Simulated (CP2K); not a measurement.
Crystal: TaN.

```
Ta N
1.0
     3.12728    0.00000    0.00000
     1.56364    2.70831    0.00000
     1.56364    0.90277    2.55342
Ta N
1 1
Cartesian
  3.1273 1.8055 1.2767
  0.0000 0.0000 0.0000
```

The cell comes from a database or a generator and needn't be the stable form of this composition.

Base run:

| Property | Result |
| --- | --- |
| Program | CP2K 2026.2 |
| Functional | PBEsol |
| Potentials or basis | POTENTIAL_UZH Ta GTH-PBE-q13, N GTH-PBE-q5; TZVP-MOLOPT-PBE-GTH basis |
| Density cutoff | 9184 eV |
| k mesh | 10 × 10 × 10 |
| Occupations | fermi-dirac, width 0.05 eV |
| Spin | no spin polarisation |

Its results: band gap on the k mesh none (metal or under the smearing width); pressure -13.2 GPa.

Question: The run is repeated on the same cell with these changes: functional from PBEsol to PBE; density cutoff from 9184 eV to 6123 eV; cutoff of the grids from 675 Ry to 450 Ry. What comes out?

Answer: Band gap on the k mesh none (metal or under the smearing width); pressure -5.8 GPa.

Caveats: the basis of atomic orbitals isn't converged, which shifts pressures, moduli and gaps; the potentials were made for another functional, which shifts forces and pressure (some runs); spin-orbit coupling is left out, which moves the levels of the heavy elements (some runs).
